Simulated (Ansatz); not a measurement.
**TaS2 in Ansatz: the effect of Hubbard term**

The system is TaS2.

```
Ta S
1.0
     3.35000    0.00000    0.00000
    -1.67500    2.90119    0.00000
     0.00000    0.00000    5.86000
Ta S
1 2
Direct
  0.00000 0.00000 0.00000
  0.66667 0.33333 0.75000
  0.33333 0.66667 0.25000
```

Alike in all runs:

```yaml
Program: Ansatz 0.2.0
Task: density of states
Functional: PBEsol
Potentials_or_basis: all-electron LAPW, scalar-relativistic
Cutoff: 258 eV (chosen from the basis error)
Basis_error_allowed: 0.002 eV/atom
k_mesh: 9 × 9 × 5
Occupations: fermi-dirac, width 0.05 eV
Spin: no spin polarisation
```

```csv
Hubbard term,pressure (GPa),largest force (eV/Å)
none,4.4,0.99
Ta d U = 2 eV,?,?
Ta d U = 4 eV,6.5,1.08
Ta d U = 6 eV,7.8,1.12
Ta d U = 8 eV,9.4,1.09
```

Q: What does the run with Hubbard term Ta d U = 2 eV give?

A: Pressure 5.4 GPa; largest force 1.04 eV/Å.

Worked out: A parabola through the other rows of the pressure, of slope 0.519 GPa per eV there, gives 5.3 GPa, against the run's 5.4. A parabola through the other rows of the largest force, of slope 0.0257 eV/Å per eV there, gives 1.05 eV/Å, against the run's 1.04.

Caveats: this functional lacks dispersion, which binds the layers, so the pressure and a relaxed spacing across them are unreliable; the density of states is complete only up to the lowest level of the last band computed; U is the effective U less J, on atomic orbitals that reach past the spheres (some runs); U without spin polarisation on a metal has little footing (some runs); forces of over 1 eV/Å show positions far from the minimum, so gaps and moduli don't describe the material at rest (some runs).
